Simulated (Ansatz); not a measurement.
# 2H-CrOS monolayer in a perpendicular field

Wanted: the out-of-plane response of the 2H-CrOS monolayer. A positive field points along +c.

Program: Ansatz 0.2.0. Level of theory: plane-wave DFT, PBE-D3(BJ), Ansatz PAW, in the first sound run; inputs show where later runs differ. Results are calculated unless marked as measured.

## 1. Starting point

The cell holds 3 atoms: 1 S, 1 Cr and 1 O. Its edges and angles: a = 2.842 Å, b = 2.842 Å, c = 36.360 Å, α = 90.0°, β = 90.0°, γ = 120.0°. Vacuum lies along c.

## 2. Relaxing the slab

The starting cell is a guess, so the in-plane lattice and the atoms are relaxed first, with the slab cut off from its images along the normal.

File input.yaml:

```yaml
crystal:
  lattice:
    - [2.841782, 0.0, 0.0]
    - [-1.420891, 2.461055404, 0.0]
    - [0.0, 0.0, 36.3599455673]
  atoms:
    - { symbol: S, position: [0.3333333333, 0.6666666667, 0.4634220359] }
    - { symbol: Cr, position: [0.0, 0.0, 0.5085729816] }
    - { symbol: O, position: [0.3333333333, 0.6666666667, 0.5365779641] }
  periodic: [true, true, false]
kpoints:
  mp_grid: { grid: [12, 12, 1] }
hamiltonian:
  xc: pbe
  dispersion: d3bj
scf:
  occupations: { method: fermi_dirac, width: 0.05 }
  convergence: { dr2_threshold: 1.0e-09 }
relax:
  f_tol: 0.004
  max_steps: 90
  cell: {}
output:
  write_potential: true
  write_density: true
  volumetric_format: npy
```

Launch:

```bash
$ ansatz run input.yaml --threads 2 --pin off --max-ram 3072MiB --backend cpu --events-out ev --progress --plain --runs-dir out
```

Numbers of over 12 decimals in the logs are rounded to 6 here.

The program printed:

```text
Warning: relax.cell: scf.convergence.dr2_threshold = 1e-9 eV is looser than the 1.87179196188e-10 eV advised for a relaxation that steers and ends on the stress (1e-10 eV for each atom of the cell: 3, times the square of relax.cell.stress_2d_tol = 0.05 N/m over 12.7 Å (the atoms' height at the walk's start and 5 Å past either face), 3.949e-2 GPa, over a crystal's default 0.05). What an SCF threshold leaves in a stress goes as its square root, and in the free energy as the threshold itself, and one threshold admits the most on a small cell: [figures from the program's tests cut] Set scf.convergence.dr2_threshold to 1.87179196188e-10 eV or tighter. [rest of the remark cut]
Engine: ansatz 0.2.0, aarch64-unknown-linux-gnu
Pseudopotentials: kind: paw
Pseudopotential: S, paw, valence charge 6, recommended cutoff 420 eV (normal), S.paw.azcp
Pseudopotential: Cr, paw, valence charge 14, recommended cutoff 420 eV (normal), Cr.paw.azcp
Pseudopotential: O, paw, valence charge 6, recommended cutoff 420 eV (normal), O.paw.azcp
Functional definition: PBE
  parameter kappa = 0.804
  parameter beta = 0.066725
  exchange = pbe_x(kappa = kappa, mu = beta*pi^2/3)
  correlation = pbe_c(beta = beta)
Crystal: 3 atoms, lattice volume = 254.294 Å³
Basis set: ecut = 420 eV, 5017 PW (Γ), exchange–correlation on 40×40×500 points (8 copies of the dense FFT grid, shifted against one another)
Bands: 17, of which v1, the nominal top of the filled ones, is band 13 counted from 1 (12 counted from 0)
Symmetry: 6 space group operations
Space group: P3m1 (ITA 156), of the structure as read, at distance tolerance 6.3e-5 Å
k-points: 19 of 144 (time reversal used)
Non-local potential: S, projectors of the file, l = 0: 2, l = 1: 2, l = 2: 2
Non-local potential: Cr, projectors of the file, l = 0: 3, l = 1: 2, l = 2: 3, l = 3: 1
Non-local potential: O, projectors of the file, l = 0: 2, l = 1: 2, l = 2: 1
PAW form: soft (Blöchl's): semilocal exchange-correlation on the pseudo side does not see the compensation charge
PAW one-centre angular grid: S, 110 points (default); XC on 64 Gauss nodes
PAW one-centre angular grid: Cr, 590 points (default); XC on 64 Gauss nodes
PAW one-centre angular grid: O, 110 points (default); XC on 64 Gauss nodes
Initial density: superposition of atomic densities (neutral atoms: chi_scale 0, normalization atom), corrected by the library's trained network
Initial wavefunctions: pseudopotential atomic-orbital guess
Functional: x = pbe(κ = 0.804, μ = 0.219515), c = pbe(β = 0.066725)
SCF iter   1: F=—  HF=-4848.572370 eV  |F-HF|=—  |Δ(HF+E_count)|=         —  Δρ=6.04e-3  dr2=1.70e-1  ethr=1.77e-3  ⟨swp⟩=15.9  Hψ=3241  notcnv=0
preconditioner: auto → LDOS  [metal: Δε(μ)=0.045 eV  Ē_g=8.163 eV  σ=0.050 eV  W_gap=0.22  n_scr=20 (ndim 8)  ℏωp=9.9 eV  f_vac=0.827  D(μ)=0.97/eV (n_scr^D=8)  β→1.0]
SCF iter   2: F=—  HF=-4848.680845 eV  |F-HF|=—  |Δ(HF+E_count)|=   1.08e-1  Δρ=1.39e-2  dr2=1.84e0  ethr=6.54e-4  ⟨swp⟩=4.6  Hψ=940  notcnv=0  recentre
SCF iter   3: F=—  HF=-4848.564179 eV  |F-HF|=—  |Δ(HF+E_count)|=   1.17e-1  Δρ=4.41e-3  dr2=1.30e-1  ethr=6.54e-4  ⟨swp⟩=4.2  Hψ=761  notcnv=0
SCF iter   4: F=—  HF=-4848.556920 eV  |F-HF|=—  |Δ(HF+E_count)|=   7.26e-3  Δρ=7.71e-4  dr2=5.53e-4  ethr=4.99e-4  ⟨swp⟩=2.3  Hψ=562  notcnv=0
SCF iter   5: F=—  HF=-4848.557205 eV  |F-HF|=—  |Δ(HF+E_count)|=   2.84e-4  Δρ=3.17e-4  dr2=3.36e-4  ethr=2.13e-6  ⟨swp⟩=4.0  Hψ=826  notcnv=0
SCF iter   6: F=—  HF=-4848.557163 eV  |F-HF|=—  |Δ(HF+E_count)|=   4.13e-5  Δρ=8.93e-5  dr2=2.78e-5  ethr=1.29e-6  ⟨swp⟩=2.4  Hψ=490  notcnv=0
SCF iter   7: F=—  HF=-4848.557194 eV  |F-HF|=—  |Δ(HF+E_count)|=   3.04e-5  Δρ=4.19e-5  dr2=1.02e-5  ethr=1.07e-7  ⟨swp⟩=3.5  Hψ=738  notcnv=0
SCF iter   8: F=—  HF=-4848.557178 eV  |F-HF|=—  |Δ(HF+E_count)|=   1.60e-5  Δρ=1.62e-5  dr2=1.51e-6  ethr=3.92e-8  ⟨swp⟩=1.9  Hψ=413  notcnv=0
SCF iter   9: F=—  HF=-4848.557166 eV  |F-HF|=—  |Δ(HF+E_count)|=   1.18e-5  Δρ=2.19e-6  dr2=1.38e-8  ethr=5.81e-9  ⟨swp⟩=2.6  Hψ=529  notcnv=0
SCF iter  10: F=-4848.557166 eV  HF=-4848.557166 eV  |F-HF|=2.66e-8  |Δ(HF+E_count)|=   4.35e-8  Δρ=6.13e-7  dr2=4.45e-10  ethr=3.85e-12  ⟨swp⟩=11.5  Hψ=3240  notcnv=0
SCF 1 converged in 10 iterations: F = -4848.557166 eV  dr2 = 4.45e-10
  greatest PAW one-centre occupation: 1.000 electrons in one spin orbital (limit 2), on the Cr atom at site 1 (counted from 0), in its partial waves of l = 0
relax step   1: F+E_penalty+E_count = -4848.55716589 eV  Δ(F+E_penalty+E_count) = +0.000e0 eV  max|allowed force component| = 1.516e0 eV/Å  Δτ_max = 0.0000 Å  P = -2.324 N/m  Ω = 254.294 Å³  fix = [c, alpha, beta]  reactions: c -0.000 N/m  (10 SCF iters, accepted)
Crystal: 3 atoms, lattice volume = 251.311 Å³
Basis set: ecut = 420 eV, 4957 PW (Γ), exchange–correlation on 40×40×500 points (8 copies of the dense FFT grid, shifted against one another)
Initial density: handed on by an earlier stage of this run
Initial wavefunctions: those handed on with the density
iter 1 solved again at ethr=3.60e-5 eV; its pass at ethr=3.10e-3 eV (dr2=9.37e-3 eV) is discarded
SCF iter   1: F=—  HF=-4848.617819 eV  |F-HF|=—  |Δ(HF+E_count)|=         —  Δρ=1.91e-3  dr2=9.30e-3  ethr=3.60e-5  ⟨swp⟩=3.2  Hψ=3207  notcnv=0
preconditioner: auto → LDOS  [insulator: Δε(μ)=0.118 eV  Ē_g=8.284 eV  σ=0.050 eV  W_gap=0.52  n_scr=20 (ndim 8)  ℏωp=9.9 eV  f_vac=0.829  D(μ)=0.30/eV (n_scr^D=4)  ε∞_Penn≈2.4  β→1.0]
SCF iter   2: F=—  HF=-4848.623076 eV  |F-HF|=—  |Δ(HF+E_count)|=   5.26e-3  Δρ=2.63e-3  dr2=6.52e-2  ethr=3.58e-5  ⟨swp⟩=3.1  Hψ=722  notcnv=0  recentre
SCF iter   3: F=—  HF=-4848.616682 eV  |F-HF|=—  |Δ(HF+E_count)|=   6.39e-3  Δρ=1.01e-3  dr2=1.15e-2  ethr=3.58e-5  ⟨swp⟩=3.4  Hψ=890  notcnv=0
SCF iter   4: F=—  HF=-4848.616064 eV  |F-HF|=—  |Δ(HF+E_count)|=   6.17e-4  Δρ=8.37e-4  dr2=3.05e-3  ethr=3.58e-5  ⟨swp⟩=1.3  Hψ=476  notcnv=0
SCF iter   5: F=—  HF=-4848.615865 eV  |F-HF|=—  |Δ(HF+E_count)|=   1.99e-4  Δρ=1.95e-4  dr2=9.02e-5  ethr=1.17e-5  ⟨swp⟩=1.4  Hψ=358  notcnv=0
SCF iter   6: F=—  HF=-4848.615934 eV  |F-HF|=—  |Δ(HF+E_count)|=   6.85e-5  Δρ=1.05e-4  dr2=2.88e-5  ethr=3.47e-7  ⟨swp⟩=3.2  Hψ=680  notcnv=0
SCF iter   7: F=—  HF=-4848.615933 eV  |F-HF|=—  |Δ(HF+E_count)|=   2.76e-7  Δρ=3.73e-5  dr2=3.00e-6  ethr=1.11e-7  ⟨swp⟩=1.9  Hψ=449  notcnv=0
SCF iter   8: F=—  HF=-4848.615941 eV  |F-HF|=—  |Δ(HF+E_count)|=   7.71e-6  Δρ=4.41e-6  dr2=4.39e-8  ethr=1.16e-8  ⟨swp⟩=3.1  Hψ=674  notcnv=0
SCF iter   9: F=—  HF=-4848.615906 eV  |F-HF|=—  |Δ(HF+E_count)|=   3.52e-5  Δρ=1.52e-6  dr2=5.65e-9  ethr=1.69e-10  ⟨swp⟩=3.5  Hψ=732  notcnv=0
[...]
preconditioner: auto → LDOS  [insulator: Δε(μ)=0.335 eV  Ē_g=8.368 eV  σ=0.050 eV  W_gap=0.93  n_scr=20 (ndim 8)  ℏωp=10.0 eV  f_vac=0.829  D(μ)=0.05/eV (n_scr^D=2)  ε∞_Penn≈2.4  β→1.0]
SCF iter   2: F=—  HF=-4848.634091 eV  |F-HF|=—  |Δ(HF+E_count)|=   1.22e-3  Δρ=2.55e-3  dr2=1.50e-2  ethr=2.95e-5  ⟨swp⟩=3.3  Hψ=775  notcnv=0
SCF iter   3: F=—  HF=-4848.630847 eV  |F-HF|=—  |Δ(HF+E_count)|=   3.24e-3  Δρ=1.25e-3  dr2=5.55e-3  ethr=2.95e-5  ⟨swp⟩=3.0  Hψ=809  notcnv=0
SCF iter   4: F=—  HF=-4848.630364 eV  |F-HF|=—  |Δ(HF+E_count)|=   4.82e-4  Δρ=2.28e-4  dr2=2.19e-4  ethr=2.13e-5  ⟨swp⟩=1.2  Hψ=351  notcnv=0
SCF iter   5: F=—  HF=-4848.630425 eV  |F-HF|=—  |Δ(HF+E_count)|=   6.04e-5  Δρ=2.20e-4  dr2=1.45e-4  ethr=8.42e-7  ⟨swp⟩=3.3  Hψ=706  notcnv=0
SCF iter   6: F=—  HF=-4848.630416 eV  |F-HF|=—  |Δ(HF+E_count)|=   8.57e-6  Δρ=1.38e-4  dr2=4.35e-5  ethr=5.59e-7  ⟨swp⟩=1.3  Hψ=348  notcnv=0
SCF iter   7: F=—  HF=-4848.630438 eV  |F-HF|=—  |Δ(HF+E_count)|=   2.21e-5  Δρ=3.94e-5  dr2=3.35e-6  ethr=1.67e-7  ⟨swp⟩=2.5  Hψ=488  notcnv=0
SCF iter   8: F=—  HF=-4848.630436 eV  |F-HF|=—  |Δ(HF+E_count)|=   1.90e-6  Δρ=8.15e-6  dr2=1.54e-7  ethr=1.29e-8  ⟨swp⟩=3.4  Hψ=698  notcnv=0
SCF iter   9: F=—  HF=-4848.630413 eV  |F-HF|=—  |Δ(HF+E_count)|=   2.30e-5  Δρ=2.37e-6  dr2=2.31e-8  ethr=5.91e-10  ⟨swp⟩=3.5  Hψ=685  notcnv=0
SCF iter  10: F=-4848.630413 eV  HF=-4848.630413 eV  |F-HF|=3.00e-11  |Δ(HF+E_count)|=   1.21e-9  Δρ=1.99e-7  dr2=7.87e-11  ethr=3.85e-12  ⟨swp⟩=11.7  Hψ=3100  notcnv=0
SCF 3 converged in 10 iterations: F = -4848.630413 eV  dr2 = 7.87e-11
relax step   3: F+E_penalty+E_count = -4848.63041328 eV  Δ(F+E_penalty+E_count) = -1.451e-2 eV  max|allowed force component| = 2.869e-1 eV/Å  Δτ_max = 0.0264 Å  P = +0.522 N/m  Ω = 247.984 Å³  energy of the carried Pulay correction = +2.126e-3 eV  fix = [c, alpha, beta]  reactions: c +0.000 N/m  (10 SCF iters, accepted)
[...]
relax step   4: F+E_penalty+E_count = -4848.63191011 eV  Δ(F+E_penalty+E_count) = -1.497e-3 eV  max|allowed force component| = 4.336e-3 eV/Å  Δτ_max = 0.0063 Å  P = +0.067 N/m  Ω = 249.009 Å³  energy of the carried Pulay correction = +1.777e-3 eV  fix = [c, alpha, beta]  reactions: c +0.000 N/m  (10 SCF iters, accepted)
[...]
relax step   5: F+E_penalty+E_count = -4848.63188017 eV  Δ(F+E_penalty+E_count) = +2.993e-5 eV  max|allowed force component| = 2.900e-3 eV/Å  Δτ_max = 0.0004 Å  P = +0.023 N/m  Ω = 249.129 Å³  energy of the carried Pulay correction = +1.737e-3 eV  fix = [c, alpha, beta]  reactions: c +0.000 N/m  (7 SCF iters, accepted)
Initial wavefunctions: pseudopotential atomic-orbital guess (no wavefunctions were taken with the density)
iter 1 solved again at ethr=8.57e-8 eV; its pass at ethr=3.10e-3 eV (dr2=2.23e-5 eV) is discarded
SCF iter   1: F=—  HF=-4848.630343 eV  |F-HF|=—  |Δ(HF+E_count)|=         —  Δρ=4.77e-5  dr2=9.20e-7  ethr=8.57e-8  ⟨swp⟩=6.5  Hψ=4921  notcnv=0
preconditioner: auto → LDOS  [insulator: Δε(μ)=0.266 eV  Ē_g=8.331 eV  σ=0.050 eV  W_gap=0.86  n_scr=20 (ndim 8)  ℏωp=10.0 eV  f_vac=0.829  D(μ)=0.09/eV (n_scr^D=2)  ε∞_Penn≈2.4  β→1.0]
SCF iter   2: F=—  HF=-4848.630363 eV  |F-HF|=—  |Δ(HF+E_count)|=   1.95e-5  Δρ=3.86e-5  dr2=3.96e-6  ethr=3.54e-9  ⟨swp⟩=3.7  Hψ=819  notcnv=0
SCF iter   3: F=—  HF=-4848.630362 eV  |F-HF|=—  |Δ(HF+E_count)|=   4.55e-7  Δρ=2.29e-5  dr2=2.09e-6  ethr=3.54e-9  ⟨swp⟩=3.2  Hψ=656  notcnv=0
SCF iter   4: F=—  HF=-4848.630362 eV  |F-HF|=—  |Δ(HF+E_count)|=   1.91e-7  Δρ=9.71e-6  dr2=2.67e-7  ethr=3.54e-9  ⟨swp⟩=2.2  Hψ=391  notcnv=0
SCF iter   5: F=—  HF=-4848.630362 eV  |F-HF|=—  |Δ(HF+E_count)|=   8.34e-8  Δρ=1.90e-6  dr2=9.01e-9  ethr=1.03e-9  ⟨swp⟩=2.5  Hψ=489  notcnv=0
SCF iter   6: F=—  HF=-4848.630362 eV  |F-HF|=—  |Δ(HF+E_count)|=   2.72e-8  Δρ=4.11e-7  dr2=2.56e-9  ethr=3.46e-11  ⟨swp⟩=2.9  Hψ=626  notcnv=0
SCF iter   7: F=-4848.630362 eV  HF=-4848.630362 eV  |F-HF|=3.73e-11  |Δ(HF+E_count)|=   1.39e-9  Δρ=3.43e-7  dr2=3.51e-10  ethr=3.85e-12  ⟨swp⟩=14.6  Hψ=2749  notcnv=0
SCF 6 converged in 7 iterations: F = -4848.630362 eV  dr2 = 3.51e-10
relax step   6: F+E_penalty+E_count = -4848.63036245 eV  Δ(F+E_penalty+E_count) = +1.518e-3 eV  max|allowed force component| = 2.700e-3 eV/Å  Δτ_max = 0.0000 Å  P = -0.022 N/m  Ω = 249.129 Å³  fix = [c, alpha, beta]  reactions: c -0.000 N/m  stress off target by 2.24e-2 N/m on what of the cell is left free  SCF on the basis re-selected at this cell (its energy is not comparable with the rows above)  (7 SCF iters)
basis re-selected at this cell: Δ(F+E_penalty+E_count) = +1.518e-3 eV, ΔP = -0.046 N/m vs the last step (what re-selecting the basis moved, of the pressure what is left beyond the Pulay correction that the steps carried, after the strain that the cell walked since its last selection, with what the two solves' SCF thresholds leave and, on support functions, any second-order correction that the steps lacked; it is no m [...]
WARN: The output density's exchange-correlation potential varies sharply where the density is thin. Do not read a vacuum level from v_tot or v_xc, or from such a field of the output density. On a cell that repeats whose density bears no net charge and no dipole along the vacuum's axis use v_es (v_loc + v_h of the components); under efield.dipole_correction with no amplitude use v_es + v_field, which holds any externa [...]
SCF converged after 7 iterations
Free energy (F): -4848.630362 eV
Harris-Foulkes:  -4848.630362 eV  (|F-HF|=3.73e-11)
Internal energy: -4848.629289 eV  (E = F + TS)
E sigma→0 (E₀):  -4848.629826 eV
Entropy (-TS):   -0.001073 eV (-0.358 meV/atom)
Fermi energy:    -5.707166 eV
--- Per-component energies (eV) ---
  E_band       = -681.173571
  E_kinetic    = 625.408176
  E_local      = -72752.764908  (includes V_loc(G=0)·N_el)
  E_nonlocal   = 153.648286
  E_hartree    = 35965.072075
  E_xc         = -311.330311
  E_vxc        = -360.844269  (∫ρ·V_xc dr)
  E_paw        = -1951.246800  (= ΣΔE_a)
  E_vpaw       = -276.766493  (= ΣTr[D̂ρ^β])
  E_aug_tail   = 0.002812  (compensation charges beyond the density's cutoff)
  E_ewald      = 33423.191766
  E_disp       = -0.610385  (pairwise vdW)
  E_smearing   = -0.001073  (= −TS)
  E_closure    = -0.000000  (closes the sum)
  Σ components = -4848.630362   (vs F -4848.630362, Δ=0.00e0)
--- Forces (eV/Å), atoms counted from 1 ---
  atom   1  S     -0.00000000    -0.00000000     0.00195942
  atom   2  Cr     0.00000000     0.00000000    -0.00269807
  atom   3  O      0.00000000    -0.00000000     0.00074588
  max |Σ_I F_I| component: 7.23e-6 eV/Å
--- 2D stress c σ (N/m, compression-positive) ---
       -0.022431       0.000000       0.000000
        0.000000      -0.022431      -0.000000
        0.000000      -0.000000      -0.000000
  P = ½ c Tr σ = -0.0224 N/m
--- Band table (eV; the first three rows and the last of 19) ---
  k-point 0: bands = [... 9 lower, -9.3511, -7.6027, -7.6027, -5.8256, -4.2636, -4.2636, -3.0873, -3.0873]
  k-point 1: bands = [... 9 lower, -9.2355, -7.8206, -7.7024, -5.9233, -4.3159, -4.2244, -3.5494, -3.1794]
  k-point 2: bands = [... 9 lower, -9.1683, -8.4202, -7.9023, -6.2587, -4.5397, -4.2610, -4.1160, -3.2820]
  k-point 18: bands = [... 9 lower, -10.5475, -9.9523, -8.5421, -6.8557, -5.5599, -4.2927, -4.0125, -3.1273]
  the weakly bound empty levels are not read free of the cell's end (no_gap_told)
--- Relaxed structure (5 steps of the walk, 5 accepted, 1 SCFs on fresh bases) ---
  F+E_penalty+E_count = -4848.63036245 eV   max|allowed force component| = 2.700e-3 eV/Å   (the final SCF, on the basis selected at the relaxed cell)
  cell:  # Å, volume = 249.1287 Å³
    - [2.812775, 0, 0]
    - [-1.406387, 2.435934, 0]
    - [0, 0, 36.3599455673]
  atoms:
    - { symbol: S, position: [0.333333, 0.666667, 0.464474] }
    - { symbol: Cr, position: [-1.4891297319110725e-18, -3.767459178753107e-17, 0.507353] }
    - { symbol: O, position: [0.333333, 0.666667, 0.536746] }
```

Wall time 26 s (2 threads of Arm Neoverse V2, shared host); peak memory 0.51 GiB; 50 s of CPU time.

Relaxation path:

| step | energy less that of the first step (eV) | largest force component (eV/Å) | volume (Å³) |
| --- | --- | --- | --- |
| 1 | 0.0000 | 1.5164 | 254.29 |
| 2 | -0.0587 | 0.8120 | 251.31 |
| 3 | -0.0732 | 0.2869 | 247.98 |
| 4 | -0.0747 | 0.0043 | 249.01 |
| 5 | -0.0747 | 0.0029 | 249.13 |
| 6* | -0.0732 | 0.0027 | 249.13 |

Relaxation steps marked * repeat the geometry before them on a plane-wave basis chosen anew for their cell, so energy and pressure can jump there.

Forces are held to the 6 operations that the run works with; a distortion that breaks them can't arise in this run.

| cell as run | before | after | change |
| --- | --- | --- | --- |
| a (Å) | 2.842 | 2.813 | -1.0 % |
| b (Å) | 2.842 | 2.813 | -1.0 % |

The atoms that moved most (Å, along periodic axes as changes of fractional coordinates times the final cell, across vacuum about the mean position):

| atom | dx | dy | dz | length |
| --- | --- | --- | --- | --- |
| Cr2 | 0.000 | 0.000 | -0.044 | 0.044 |
| S1 | 0.000 | 0.000 | 0.038 | 0.038 |
| O3 | 0.000 | 0.000 | 0.006 | 0.006 |

The relaxed structure:

```
S Cr O
1.0
     2.81277    0.00000    0.00000
    -1.40639    2.43593    0.00000
     0.00000    0.00000   36.35995
S Cr O
1 1 1
Direct
  0.33333 0.66667 0.46447
  0.00000 0.00000 0.50735
  0.33333 0.66667 0.53675
```

Numbers from this step:

```yaml
energy_at_zero_smearing: -4848.6298 eV
```

The lattice constant a goes from 2.842 to 2.813 Å.

[end of part 1 of 4]

[Logs are printed without paths, hosts, clocks, repeated set-up lines and the standing remarks that a program may print on its own settings, such as how far it seeks lower states.]

[Hosts, paths, dates, database ids (printed as entryN), source tags and the programs' standing remarks are cut or masked in the printed files.]

[Maps of the electrostatic potential energy from Ansatz leave out the sawtooth potential of an applied field or a dipole correction, so their vacuum need not be flat; planar profiles and work functions include it.]
